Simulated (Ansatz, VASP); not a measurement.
**One calculation of TiPt3, two programs**

```xyz
4
Lattice="3.8970 0.0000 0.0000 0.0000 3.8970 0.0000 0.0000 0.0000 3.8970" Properties=species:S:1:pos:R:3 pbc="T T T"
Ti    0.0000    0.0000    0.0000
Pt    0.0000    1.9485    1.9485
Pt    1.9485    0.0000    1.9485
Pt    1.9485    1.9485    0.0000
```

Alike in both runs: task single point; functional PBE; k mesh 6 × 6 × 6; occupations gaussian, width 0.05 eV; non-collinear spin, spin-orbit coupling.

|  | VASP | Ansatz |
| --- | --- | --- |
| version | VASP 6.6.1 | Ansatz 0.2.0 |
| potentials or method | VASP PAW PBE potentials, release 64 (Ti_sv, Pt) | plane waves, PAW |
| plane-wave cutoff (eV) | 520 | 420 |
| valence electrons in the cell | 42 | 66 |

```csv
,VASP,Ansatz,Ansatz less VASP
gap on the k mesh at the Fermi level (eV),none,none,-
pressure (GPa),9.7,9.7,+0.06
net moment per atom (μB),0.00,0.00,0.000
```

A gap of «none» marks a metal or a gap that the smearing closes. The two sets of potentials don't hold the same shells in valence.
